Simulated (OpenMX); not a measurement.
Nb3Sn:

```
Sn Nb
1.0
     5.28210    0.00000    0.00000
     0.00000    5.28210    0.00000
     0.00000    0.00000    5.28210
Sn Nb
2 6
Direct
  0.50000 0.50000 0.50000
  0.00000 0.00000 0.00000
  0.00000 0.50000 0.25000
  0.00000 0.50000 0.75000
  0.50000 0.25000 0.00000
  0.75000 0.00000 0.50000
  0.50000 0.75000 0.00000
  0.25000 0.00000 0.50000
```

Base run:

```yaml
Program: OpenMX 3.8.5
Functional: LDA
Potentials_or_basis: OpenMX 2013 LDA set, Sn7.0-s3p2d2, Nb7.0-s3p2d2, grid cutoff 500 Ry
k_mesh: 5 × 5 × 5
Occupations: fermi-dirac, width 0.05 eV
Spin: no spin polarisation
```

Its results: pressure -4.2 GPa.

Question: The run is repeated on the same cell with these changes: functional from LDA to PBE; potentials or basis from OpenMX 2013 LDA set, Sn7.0-s3p2d2, Nb7.0-s3p2d2, grid cutoff 500 Ry to OpenMX 2013 PBE set, Sn7.0-s3p2d1, Nb7.0-s3p2d1, grid cutoff 500 Ry. What comes out?

Answer: Pressure 7.3 GPa.

Caveats: the basis of atomic orbitals isn't converged, which shifts pressures, moduli and gaps.
